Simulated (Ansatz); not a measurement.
# HgS: the cost of one run

Program: Ansatz 0.2.0. Level of theory: DFT, plane waves, PAW, no spin polarisation. These are calculated values, not measurements.

## (1) The system as given

The cell holds 16 atoms (Hg8S8): a = 8.387 Å, b = 8.387 Å, c = 8.387 Å, α = 60.00°, β = 60.00°, γ = 60.00°.

As a file:

```xyz
16
Lattice="0.0000 5.9304 5.9304 5.9304 0.0000 5.9304 5.9304 5.9304 0.0000" Properties=species:S:1:pos:R:3 pbc="T T T"
Hg    0.0000    0.0000    0.0000
S     1.4826    1.4826    1.4826
Hg    2.9652    2.9652    0.0000
S     4.4478    4.4478    1.4826
Hg    2.9652    0.0000    2.9652
S     4.4478    1.4826    4.4478
Hg    5.9304    2.9652    2.9652
S     7.4130    4.4478    4.4478
Hg    0.0000    2.9652    2.9652
S     1.4826    4.4478    4.4478
Hg    2.9652    5.9304    2.9652
S     4.4478    7.4130    4.4478
Hg    2.9652    2.9652    5.9304
S     4.4478    4.4478    7.4130
Hg    5.9304    5.9304    5.9304
S     7.4130    7.4130    7.4130
```

## (2) Run 1: PBEsol

The input, input.yaml:

```yaml
crystal:
  lattice:
    - [0.0, 5.9303726061, 5.9303726061]
    - [5.9303726061, 0.0, 5.9303726061]
    - [5.9303726061, 5.9303726061, 0.0]
  atoms:
    - { symbol: Hg, position: [0.0, 0.0, 0.0] }
    - { symbol: S, position: [0.125, 0.125, 0.125] }
    - { symbol: Hg, position: [0.0, 0.0, 0.5] }
    - { symbol: S, position: [0.125, 0.125, 0.625] }
    - { symbol: Hg, position: [0.0, 0.5, 0.0] }
    - { symbol: S, position: [0.125, 0.625, 0.125] }
    - { symbol: Hg, position: [0.0, 0.5, 0.5] }
    - { symbol: S, position: [0.125, 0.625, 0.625] }
    - { symbol: Hg, position: [0.5, 0.0, 0.0] }
    - { symbol: S, position: [0.625, 0.125, 0.125] }
    - { symbol: Hg, position: [0.5, 0.0, 0.5] }
    - { symbol: S, position: [0.625, 0.125, 0.625] }
    - { symbol: Hg, position: [0.5, 0.5, 0.0] }
    - { symbol: S, position: [0.625, 0.625, 0.125] }
    - { symbol: Hg, position: [0.5, 0.5, 0.5] }
    - { symbol: S, position: [0.625, 0.625, 0.625] }
kpoints:
  mp_grid: { grid: [2, 2, 2] }
hamiltonian:
  xc: pbesol
scf:
  occupations: { method: fermi_dirac, width: 0.039 }
md:
  ensemble: nvt_nose_hoover
  temperature: 450
  timestep: 3.0
  n_steps: 30
  initial_velocities: maxwell_boltzmann
  seed: 6462
```

Started as:

```sh
$ ansatz run input.yaml --threads 4 --pin off --max-ram 3686MiB --backend cpu --events-out ev --progress --plain --runs-dir out
```

What time and memory should one allow on 4 threads of Arm Neoverse N1, shared host?

About 3.6 min, with a peak of 1.5 GiB.
